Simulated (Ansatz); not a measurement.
input.yaml

```yaml
crystal:
  lattice:
    - [0.0, 2.0333901, 2.0333901]
    - [2.0333901, 0.0, 2.0333901]
    - [2.0333901, 2.0333901, 0.0]
  atoms:
    - { symbol: Ti, position: [0.0, 0.0, 0.0] }
basis:
  ecutwfc: 420
kpoints:
  mp_grid: { grid: [18, 18, 18] }
hamiltonian:
  xc: pbe
scf:
  occupations: { method: gaussian, width: 0.1 }
output:
  forces: true
  stress: true
  eigenvalues: true
```

Command:
```bash
ansatz run input.yaml --threads 1 --pin off --max-ram 1331MiB --backend cpu --events-out ev --progress --plain --runs-dir out
```

Computed with Ansatz 0.2.0, DFT PBE, scalar-relativistic, plane waves, PAW.

Part of what the program printed, abridged:

```
Pseudopotentials: kind: paw
Pseudopotential: Ti, paw, valence charge 12, recommended cutoff 420 eV (normal)
Functional definition: PBE
Crystal: 1 atom, lattice volume = 16.815 Å³
Basis set: ecut = 420 eV, 331 PW (Γ), exchange–correlation on 40×40×40 points (8 copies of the dense FFT grid, shifted against one another)
Bands: 10, of which v1, the nominal top of the filled ones, is band 6 counted from 1 (5 counted from 0)
Symmetry: 48 space group operations
Space group: Fm-3m (ITA 225), of the structure as read, at distance tolerance 2.6e-5 Å
k-points: 195 of 5832
Initial density: superposition of atomic densities (neutral atoms: chi_scale 0, normalization atom), corrected by the library's trained network
Initial wavefunctions: pseudopotential atomic-orbital guess
Functional: x = pbe(κ = 0.804, μ = 0.21951497), c = pbe(β = 0.06672455)
SCF iter   1: F=—  HF=-2499.606252 eV  |F-HF|=—  |Δ(HF+E_count)|=         —  Δρ=2.50e-3  dr2=2.75e-4  ethr=1.77e-3  ⟨swp⟩=4.3  Hψ=10165  notcnv=0
SCF iter   2: F=—  HF=-2499.606298 eV  |F-HF|=—  |Δ(HF+E_count)|=   4.55e-5  Δρ=1.25e-3  dr2=6.02e-5  ethr=2.29e-6  ⟨swp⟩=1.9  Hψ=3964  notcnv=0
SCF iter   3: F=—  HF=-2499.606408 eV  |F-HF|=—  |Δ(HF+E_count)|=   1.10e-4  Δρ=2.09e-4  dr2=5.17e-6  ethr=5.02e-7  ⟨swp⟩=2.0  Hψ=2370  notcnv=0
SCF iter   4: F=—  HF=-2499.606407 eV  |F-HF|=—  |Δ(HF+E_count)|=   8.96e-7  Δρ=4.69e-5  dr2=3.40e-7  ethr=4.31e-8  ⟨swp⟩=2.3  Hψ=2953  notcnv=0
SCF iter   5: F=-2499.606407 eV  HF=-2499.606407 eV  |F-HF|=6.45e-10  |Δ(HF+E_count)|=   7.65e-8  Δρ=5.12e-6  dr2=1.27e-9  ethr=2.83e-9  ⟨swp⟩=2.7  Hψ=2964  notcnv=0
SCF iter   6: F=-2499.606407 eV  HF=-2499.606407 eV  |F-HF|=2.74e-10  |Δ(HF+E_count)|=   1.25e-9  Δρ=1.63e-6  dr2=3.88e-10  ethr=1.06e-11  ⟨swp⟩=1.1  Hψ=5958  notcnv=0
SCF 1 converged in 6 iterations: F = -2499.606407 eV  dr2 = 3.88e-10
SCF converged after 6 iterations
Free energy (F): -2499.606407 eV
Harris-Foulkes:  -2499.606407 eV  (|F-HF|=2.74e-10)
Internal energy: -2499.597870 eV  (E = F + TS)
E sigma→0 (E₀):  -2499.602138 eV
Entropy (-TS):   -0.008537 eV (-8.537 meV/atom)
Fermi energy:    13.783712 eV
--- Per-component energies (eV) ---
  E_band       = -150.523465
  E_kinetic    = 273.394205
  E_local      = -795.066775  (includes V_loc(G=0)·N_el)
  E_nonlocal   = 8.220950
  E_hartree    = 328.201202
  E_xc         = -97.729218
  E_vxc        = -122.295203  (∫ρ·V_xc dr)
  E_paw        = -1047.765406  (= ΣΔE_a)
  E_vpaw       = -171.179827  (= ΣTr[D̂ρ^β])
  E_aug_tail   = 0.000106  (compensation charges beyond the density's cutoff)
  E_ewald      = -1168.852934
  E_smearing   = -0.008537  (= −TS)
--- Forces (eV/Å), atoms counted from 1 ---
  atom   1  Ti     0.00000000     0.00000000     0.00000000
--- Stress (GPa, compression-positive) ---
        3.774184       0.000000       0.000000
        0.000000       3.774184       0.000000
        0.000000       0.000000       3.774184
  P = ⅓ Tr σ = 3.7742 GPa (37.742 kbar)
--- Band table (eV; the first three rows and the last of 195) ---
  k-point 0: bands = ["-42.8243", "-18.6609", "-18.6609", "-18.6609", "7.6414", "14.6819", "14.6819", "14.6819", "16.3933", "16.3933"]
  k-point 1: bands = ["-42.8201", "-18.6843", "-18.6638", "-18.6638", "7.7444", "14.6165", "14.7200", "14.7200", "16.3680", "16.3680"]
  k-point 2: bands = ["-42.8080", "-18.7514", "-18.6721", "-18.6721", "8.0462", "14.4384", "14.8193", "14.8193", "16.3110", "16.3110"]
  k-point 194: bands = ["-42.6374", "-19.1793", "-19.1040", "-18.9330", "12.1406", "13.1001", "13.7086", "16.0559", "17.8058", "21.8824"]
```

Self-consistency was reached.